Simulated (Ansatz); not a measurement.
InN: thickness series

Consider InN in the wurtzite structure (space group P6_3mc, No. 186).

```xyz
4
Lattice="3.5369 0.0000 0.0000 -1.7685 3.0630 0.0000 0.0000 0.0000 5.7135" Properties=species:S:1:pos:R:3 pbc="T T T"
In     1.7685     1.0210     0.0116
In     0.0000     2.0420     2.8684
N      1.7685     1.0210     3.5605
N      0.0000     2.0420     0.7037
```

Cartesian axes are those of the cell as printed.

Free-standing slabs (4 atom(s) a layer) normal to the y axis with 15 Å of vacuum; in-plane cell held at bulk.

Method: PBEsol (Ansatz, a first-principles code; PAW; 420 eV plane waves; no SOC).

Notes on the quantities. excess energy per area of both faces: slab less bulk energy over the cell's area: twice a surface energy; uncertain by up to 0.1 J/m²; layer's space group: with vacuum.

```csv
case,excess energy per area of both faces,band gap,layer's space group,change of the spacing d12 from its bulk value of 1.021 Å,change of the spacing d23 from its bulk value of 2.042 Å
base,–,zero,–,–,–
1 layer,–,1.14 eV,Pmn2_1 (No. 31),–,–
2 layers,2.5 J/m²,0.63 eV,Pmc2_1 (No. 26),-23.7 %,+7.6 %
3 layers,2.7 J/m²,0.35 eV,Pmn2_1 (No. 31),-18.8 %,+3.8 %
4 layers,2.7 J/m²,0.22 eV,Pmc2_1 (No. 26),-17.8 %,+3.2 %
```

Slab and bulk use different k-meshes, which limits the precision of the excess energy. Stability against distortions was not tested. The final runs are not spin-polarised. A zero or small gap of InN can be the functional's error rather than a property of the material.
